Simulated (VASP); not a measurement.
Crystal: SnO2.

```
Sn O
1.0
     0.00000    2.57415    2.57415
     2.57415    0.00000    2.57415
     2.57415    2.57415    0.00000
Sn O
1 2
Direct
  0.00000 0.00000 0.00000
  0.75000 0.75000 0.75000
  0.25000 0.25000 0.25000
```

Measurements of this composition are mostly on another form, of space group No. 136.

| Item | Value |
| --- | --- |
| Program | VASP 6.6.1 |
| Task | single point |
| Functional | PBE |
| Potentials or basis | VASP PAW PBE potentials, release 64 (Sn_d, O) |
| Cutoff | 520 eV |
| k mesh | 9 × 9 × 9 |
| Occupations | fermi-dirac, width 0.05 eV |
| Spin | no spin polarisation |

On this cell: pressure 0.1 GPa; largest force zero by symmetry; band gap on the k mesh none (metal or under the smearing width).

The same run follows on a disturbed copy (atoms moved at random, drawn with an rms of 0.05 Å):

```xyz
3
Lattice="0.0000 2.5741 2.5741 2.5741 0.0000 2.5741 2.5741 2.5741 0.0000" Properties=species:S:1:pos:R:3 pbc="T T T"
Sn    0.0095    0.0492   -0.0540
O     3.8914    3.8781    3.8590
O     1.3295    1.2238    1.3118
```

**Question.** What does the disturbed cell give?

**Answer.** The energy (extrapolated to zero smearing) moves by +25.1 meV/atom; pressure 1.3 GPa; largest force 1.206 eV/Å; band gap on the k mesh none (metal or under the smearing width).

Forces on the atoms (eV/Å):
```
Sn   0.397 -0.639  0.623
O    0.023 -0.334 -0.046
O   -0.420  0.973 -0.577
```

Stress tensor (GPa, compression positive):
```
 1.12 -0.78  1.31
-0.78  1.81 -1.06
 1.31 -1.06  1.09
```
